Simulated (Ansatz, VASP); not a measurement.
One calculation of CuCl, two programs

```xyz
2
Lattice="0.0000 2.7101 2.7101 2.7101 0.0000 2.7101 2.7101 2.7101 0.0000" Properties=species:S:1:pos:R:3 pbc="T T T"
Cu    0.0000    0.0000    0.0000
Cl    4.0652    4.0652    4.0652
```

Alike in both runs: task single point; functional PBE; k mesh 6 × 6 × 6; occupations gaussian, width 0.1 eV; collinear spin.

|  | VASP | Ansatz |
| --- | --- | --- |
| version | VASP 6.6.1 | Ansatz 0.2.0 |
| potentials or method | VASP PAW PBE potentials, release 64 (Cu, Cl) | scalar-relativistic, plane waves, PAW |
| plane-wave cutoff (eV) | 520 | 420 |
| valence electrons in the cell | 18 | 26 |

VASP gave:

- gap on the k mesh at the Fermi level (eV): 0.53
- least direct gap on the mesh (eV): 0.53
- pressure (GPa): 0.2
- net moment per atom (μB): 0.00

Problem. Which values does Ansatz return?

Solution. gap on the k mesh at the Fermi level (eV): 0.53; least direct gap on the mesh (eV): 0.53; pressure (GPa): 0.1; net moment per atom (μB): 0.00.

The two sets of potentials don't hold the same shells in valence. Ansatz warned: «seeded_moment_not_kept».

A hybrid or GW would open this gap; PBE tends to underestimate it.
